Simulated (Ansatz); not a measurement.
# K: checking dH/dP = V

Level of theory: DFT PBEsol, scalar-relativistic, plane waves, PAW (Ansatz). Settings: 420 eV cutoff, 12×12×4 k-mesh, Gaussian smearing of 0.10 eV, no spin polarisation.

The relaxed crystal:

```
K
1.0
     4.65781    0.00000    0.00000
    -2.32890    4.03378    0.00000
     0.00000    0.00000   15.14777
K
4
Direct
  0.00000 0.00000 0.00000
  0.33333 0.66667 0.75000
  0.00000 0.00000 0.50000
  0.66667 0.33333 0.25000
```

Cell and atoms were relaxed at each target pressure within the start's symmetry (P6_3/mmc), at zero temperature; other phases can be more stable under pressure. H = E + PV with P the target; E is the free energy at the smearing used, whose derivative the pressure is, per atom and counted from zero pressure. The mesh named is that at zero pressure; some other pressures ran on another.

| P (GPa) | V (Å³/atom) | E − E0 (meV) | H − H0 (meV) |
| --- | --- | --- | --- |
| 0 | 71.151 | 0.0 | 0.0 |
| 3 | 48.227 | 155.2 | 1058.3 |
| 8 | 37.076 | 508.6 | 2359.8 |
| 15 | 29.433 | 1044.2 | 3799.8 |
| 30 | 21.108 | 2173.8 | 6126.2 |
| 60 | 12.882 | 4250.4 | 9074.6 |

Thermodynamics gives dH/dP = V along a relaxed path. Integrate V over P by the trapezoid rule and compare with the computed enthalpies.

With 1 eV/Å³ = 160.22 GPa, each step adds the mean volume times ΔP / 160.22:
| P (GPa) | ∫V dP (meV) | H − H0 (meV) | difference (meV) |
| --- | --- | --- | --- |
| 3 | 1117.7 | 1058.3 | 59.4 |
| 8 | 2448.7 | 2359.8 | 88.9 |
| 15 | 3901.6 | 3799.8 | 101.8 |
| 30 | 6267.5 | 6126.2 | 141.3 |
| 60 | 9449.7 | 9074.6 | 375.2 |

V(P) curves upward, so the trapezoid rule runs high; integrating a smooth curve through the same points puts that excess at about 231.8 meV at 60 GPa, against the 375.2 meV found. What is left comes from the shape of V(P) between points this far apart, and from the mesh, the smearing and the stress tolerance.

At 60 GPa, how much of the enthalpy change is stored energy and how much is the PV term?

E rises by 4250 meV/atom and PV is 60 × 12.882 / 160.22 = 4824 meV/atom, so PV makes 53 % of ΔH. So between rival structures at high pressure a small difference in volume can outweigh the difference in energy: 1 % of this volume is worth 48.2 meV/atom at this pressure.

What bulk modulus do the lowest pressures give?

From the pressures that the runs reached, 0.00 GPa (71.151 Å³) and 2.96 GPa (48.227 Å³), B = −ΔP/Δln V = 2.96 / 0.3889 = 8 GPa, a mean over that range.

This form isn't the element's structure at ambient conditions.

Cost: 6 runs of about 5.4 core-minutes in all, on Arm Neoverse V2 (shared hosts).